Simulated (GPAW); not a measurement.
# P (R-3m) in GPAW: single point with PBE

Aim: the single point of P with PBE.

All numbers are computed with GPAW 26.7.0; they aren't measurements. Logs are shortened: lines on timing, memory, paths and dates and some standing lists are left out, and cuts for length are marked. The log counts tension as positive stress, the text compression.

## (1) The cell of the first run

The structure is trigonal, space group R-3m (No. 166). The conventional cell has a = 3.451 Å, b = 3.451 Å, c = 9.389 Å, α = 90.00°, β = 90.00°, γ = 120.00°. Around P (site symmetry 3m) lie 3 P at 2.29 Å.

This isn't the form of P at room conditions, which is orthorhombic.

## (2) Single point, PBE (the cell as VASP's run set it)

run.py

```python
from ase import Atoms
from ase.dft.bandgap import bandgap
from ase.io import write
from ase.units import GPa
from gpaw import GPAW, PW

atoms = Atoms(['P', 'P'],
              cell=[[3.71022014, 0.0, 0.0],
                    [2.1048558892, 3.0553748007, 0.0],
                    [2.1048558892, 1.1059397351, 2.8481945993]],
              scaled_positions=[[0.77291975, 0.77291975, 0.77291975],
                                [0.22708025, 0.22708025, 0.22708025]],
              pbc=True)

calc = GPAW(mode=PW(600),
            xc='PBE',
            kpts={'size': (9, 9, 9), 'gamma': True},
            occupations={'name': 'methfessel-paxton', 'order': 0, 'width': 0.1},
            nbands=13,
            convergence={'density': 1e-05, 'energy': 1e-05},
            maxiter=150,
            txt='gpaw.txt')
atoms.calc = calc
energy = atoms.get_potential_energy()
forces = atoms.get_forces()
stress = atoms.get_stress()
calc.write('gs.gpw')
write('result.traj', atoms)
print(f'Energy: {energy:.6f} eV')
print('Forces (eV/A):')
print(forces.round(4))
print('Stress (GPa):', (stress / GPa).round(3))
print('Fermi level:', round(calc.get_fermi_level(), 4), 'eV')
print(f'Gap: {bandgap(calc)[0]:.4f} eV, direct: {bandgap(calc, direct=True)[0]:.4f} eV')
```

Potentials or basis: GPAW PAW data sets (gpaw-data 1.2.1), pw.

The run is started by

```bash
$ OMP_NUM_THREADS=1 python run.py
```

gpaw.txt:

```text
__  _  _
 | _ |_)|_||  |
 |__||  | ||/\| - 26.7.0

Input parameters:
  mode=PW(ecut=600.0),
  convergence={'density': 1e-05, 'energy': 1e-05},
  kpts=MonkhorstPack(size=(9, 9, 9), gamma=True),
  maxiter=150,
  nbands=13,
  occupations=Occupations(name='methfessel-paxton', order=0, width=0.1),
  xc=XC(name='PBE')

Diagonalizing LCAO Hamiltonian
Converting LCAO to pw mode

                   P

       P

Atoms  # Å, Bohr magnetons
|   | symbol |        x |        y |        z |    initial magnetic moments |
|---|--------|----------|----------|----------|-----------------------------|
| 0 |      P | 6.121472 | 3.216362 | 2.201426 | ( 0.0000,  0.0000,  0.0000) |
| 1 |      P | 1.798460 | 0.944952 | 0.646769 | ( 0.0000,  0.0000,  0.0000) |

Unit cell  # Å
| periodic |        x |        y |        z |  lengths |    angles |
|----------|----------|----------|----------|----------|-----------|
|      yes | 3.710220 | 0.000000 | 0.000000 | 3.710220 | 55.436939 |
|      yes | 2.104856 | 3.055375 | 0.000000 | 3.710220 | 55.436939 |
|      yes | 2.104856 | 1.105940 | 2.848195 | 3.710220 | 55.436939 |

Number of symmetries: 12
Symmetry operations  # r_c * U_cc + t_c -> r_c
|    | kind |            matrix            |
|----|------|------------------------------|
|  0 |  E   |  1, 0, 0,  0, 1, 0,  0, 0, 1 |
|  1 |  σ   |  1, 0, 0,  0, 0, 1,  0, 1, 0 |
|  2 |  σ   |  0, 1, 0,  1, 0, 0,  0, 0, 1 |
|  3 |  C3  |  0, 1, 0,  0, 0, 1,  1, 0, 0 |
|  4 |  C3  |  0, 0, 1,  1, 0, 0,  0, 1, 0 |
|  5 |  σ   |  0, 0, 1,  0, 1, 0,  1, 0, 0 |
|  6 |  C2  |  0, 0,-1,  0,-1, 0, -1, 0, 0 |
|  7 |  S6  |  0, 0,-1, -1, 0, 0,  0,-1, 0 |
|  8 |  S6  |  0,-1, 0,  0, 0,-1, -1, 0, 0 |
|  9 |  C2  |  0,-1, 0, -1, 0, 0,  0, 0,-1 |
| 10 |  C2  | -1, 0, 0,  0, 0,-1,  0,-1, 0 |
| 11 |  i   | -1, 0, 0,  0,-1, 0,  0, 0,-1 |

BZ-sampling:
  Number of BZ points: 729
  Number of IBZ points: 85

  Monkhorst-Pack size: [9, 9, 9]
  Monkhorst-Pack shift: [0, 0, 0]

K-points  # in reciprocal-cell coordinates
|     |                                coordinates |     weight |
|-----|--------------------------------------------|------------|
|   0 | (  0.00000000,   0.00000000,   0.00000000) | 0.00137174 |
|   1 | (  0.11111111,   0.00000000,  -0.11111111) | 0.00823045 |
|   2 | (  0.11111111,   0.00000000,   0.00000000) | 0.00823045 |
|   3 | (  0.11111111,   0.11111111,  -0.11111111) | 0.00823045 |
|   4 | (  0.11111111,   0.11111111,   0.00000000) | 0.00823045 |
|   5 | (  0.11111111,   0.11111111,   0.11111111) | 0.00274348 |
|   6 | (  0.22222222,  -0.11111111,  -0.11111111) | 0.00823045 |
|   7 | (  0.22222222,   0.00000000,  -0.22222222) | 0.00823045 |
|   8 | (  0.22222222,   0.00000000,  -0.11111111) | 0.01646091 |
|   9 | (  0.22222222,   0.00000000,   0.00000000) | 0.00823045 |
| ... |                                            |            |
|  84 | (  0.44444444,   0.44444444,   0.44444444) | 0.00274348 |

Plane wave coefficients: 1090
Cutoff: 600.0 eV

Spin-components: 1 (collinear spins)
Bands:           13
Projectors:      10
Spin-degeneracy: 2
Datatype:        complex128

Parallelization:
  kpt:    1
  domain: 1
  band:   1

Density:
  Valence electrons: 10.0
  Components: 1
  Grid points: [21 21 21]
  Charge: 0.0  # |e|

Potential:
  Grid points: [21 21 21]

species:
  P:
    name:    Phosphorus
    Z:       15.0
    valence: 5
    core:    10
    charge:  0.0  # [|e|]
    compensation charges:
      type: gauss
      rc: 0.30  # [Å]
      lmax: 2
    cutoffs:
      filter: 1.69  # [Å]
      core: 1.81  # [Å]
    projectors
    | kind |    occ | energy [eV] | rcut [Å] |
    |------|--------|-------------|----------|
    |   3s |  2.000 |     -13.968 |    0.953 |
    |   3p |  3.000 |      -5.506 |    0.953 |
    |    s |        |      13.244 |    0.953 |
    |    p |        |      21.705 |    0.953 |
    |    d |        |       0.000 |    0.953 |

    Using partial waves for P as LCAO basis

Reference energy: -18605.827317  # eV

eigensolver:
  PPCG
  Converge bands: occupied
  niter=2

density mixing:
  MSR1-Mixer
  Pratt-step length: 0.05
  Maximum mixing coefficient: 0.75
  Old densities: 10
  SVD Regularization: 0.005
  Good broyden scale: 1.0
  Trust region scale: 1.0
  Backstep threshold: 4.0
  History deletion threshold: 6.0
  Fourier metric: weight=20.0, sigma=0.015

occupation numbers:
  Methfessel-Paxton:
    width: 0.1000  # eV
    order: 0

poisson solver:
  ecut: 4800.0  # eV

xc functional:
  name: PBE with 2 nearest neighbor stencil

convergence criteria:
- Maximum integral of absolute [dens]ity change: 1e-05 electrons / valence electron
- Maximum [total energy] change in last 3 cyles: 1e-05 eV / valence electron
- Maximum integral of absolute [eigenst]ate change: 4e-08 eV^2 / valence electron
maximum number of iterations: 150

SCF iterations
|iter     | |      energy | eigst |  dens |
|---------|-|-------------|-------|-------|
|iter:   1| |  -10.589144 | +0.16 |       |
|iter:   2| |  -10.595986 | -2.36 | -1.10 |
|iter:   3| |  -10.585662 | -3.00 | -1.12 |
|iter:   4| |  -10.585410 | -3.90 | -1.63 |
|iter:   5| |  -10.585446 | -5.53 | -2.57 |
|iter:   6| |  -10.585455c| -6.71 | -3.17 |
|iter:   7| |  -10.585456c| -7.90c| -3.79 |
|iter:   8| |  -10.585456c| -8.12c| -4.79 |
|iter:   9| |  -10.585456c| -9.01c| -5.44c|

Converged in 9 steps
Energy contributions relative to reference atoms: (reference = -18605.827317)

Energy contributions:
  Kinetic:          10.569691
  Coulomb:          -9.375124
  Zero:             -0.049296
  External:          0.000000
  Xc:              -11.729931
  Entropy:          -0.001589
  Spinorbit:         0.000000
  ----------------------------
  Free energy:     -10.586251
  Extrapolated:    -10.585456

dipole moment: (0.000006, 0.000003, 0.000002)  # |e|*Ang

Fermi level: 9.095
Eigenvalues  # (at kpt = [0.000, 0.000, 0.000])
| band index |      eig [eV] | occ [0-2] |
|------------|---------------|-----------|
|          0 |        -7.517 |     2.000 |
|          1 |         5.408 |     2.000 |
|          2 |         5.871 |     2.000 |
|          3 |         6.112 |     2.000 |
|          4 |         6.112 |     2.000 |
|          5 |        10.335 |     0.000 |
|          6 |        11.649 |     0.000 |
|          7 |        11.649 |     0.000 |
|          8 |        14.797 |     0.000 |
|          9 |        14.797 |     0.000 |
|         10 |        16.086 |     0.000 |
|         11 |        16.086 |     0.000 |
|         12 |        16.162 |     0.000 |

No gap
No difference between direct/indirect transitions

Forces  # eV/Ang
|        x |        y |        z |
|----------|----------|----------|
| -0.22253 | -0.11692 | -0.08003 |  # P    0
|  0.22253 |  0.11692 |  0.08003 |  # P    1

Stress tensor  # eV/Ang^3
|         x |         y |         z |
|-----------|-----------|-----------|
| -0.009087 |  0.004028 |  0.002757 |
|  0.004028 | -0.014637 |  0.001449 |
|  0.002757 |  0.001449 | -0.015762 |

# Writing to gs.gpw (mode='')
```

It took 24 s on 1 thread of Arm Neoverse V1, shared host; peak memory 0.16 GiB.

Results:

| Property | Result |
| --- | --- |
| Free energy | -10.5863 eV |
| Pressure | 2.1 GPa |
| Largest force | 0.264 eV/Å |
| Band gap on the k mesh | none (metal or under the smearing width) |

Forces in eV/Å, atoms in the order of the input:
```
P   -0.223 -0.117 -0.080
P    0.223  0.117  0.080
```

Stress tensor (GPa, compression positive):
```
 1.46 -0.65 -0.44
-0.65  2.35 -0.23
-0.44 -0.23  2.53
```
